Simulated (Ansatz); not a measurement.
# CdS: the cost of one run

Computed with Ansatz 0.2.0 (DFT PBE, scalar-relativistic, unless a step's input says otherwise).

## Step 1: The starting structure

It takes space group F-43m (No. 216, cubic). The conventional cell has a = 5.886 Å, b = 5.886 Å, c = 5.886 Å, α = 90.00°, β = 90.00°, γ = 90.00°. Around Cd (site symmetry -43m) lie 4 S at 2.55 Å. Around S (site symmetry -43m) lie 4 Cd at 2.55 Å.

As a file:

```
CELL_PARAMETERS angstrom
0.00000 2.94295 2.94295
2.94295 0.00000 2.94295
2.94295 2.94295 0.00000
ATOMIC_POSITIONS crystal
Cd 0.00000 0.00000 0.00000
S 0.75000 0.75000 0.75000
```

Structure from a Materials Project entry, not relaxed further.

Atoms are numbered in the order of the input: Cd1, S2.

## Step 2: Full-potential LAPW

File input.yaml:

```yaml
crystal:
  lattice:
    - [0.0, 2.9429534649, 2.9429534649]
    - [2.9429534649, 0.0, 2.9429534649]
    - [2.9429534649, 2.9429534649, 0.0]
  atoms:
    - { symbol: Cd, position: [0.0, 0.0, 0.0] }
    - { symbol: S, position: [0.75, 0.75, 0.75] }
kpoints:
  mp_grid: { grid: [7, 7, 7] }
  band_path:
    path:
      - [0.0, 0.0, 0.0]
      - [-0.5, -0.5, 0.0]
      - [-0.375, -0.375, 0.25]
      - [-0.375, 0.0, 0.375]
      - [0.0, 0.0, 0.0]
      - [0.0, 0.0, 0.5]
      - [-0.5, -0.25, 0.25]
      - [-0.5, -0.5, 0.0]
    npoints: 14
scf:
  occupations: { method: fermi_dirac, width: 0.02 }
hamiltonian:
  xc: pbe
  pseudopotentials: { kind: all_electron, lapw: { basis_error: 0.0005 } }
output:
  forces: true
  stress: true
  eigenvalues: true
  populations: true
  dos: { projected: true, de: 0.2, e_range: [-14, 8] }
```

Started as:

```console
$ ansatz run input.yaml --threads 1 --pin off --max-ram 3072MiB --backend cpu --events-out ev --progress --plain --runs-dir out
```

**Question.** How long does this run take on 1 thread of Intel Xeon 6975P-C (Granite Rapids), shared host, and how much memory does it need?

About 9.2 s, with a peak of 0.31 GiB.
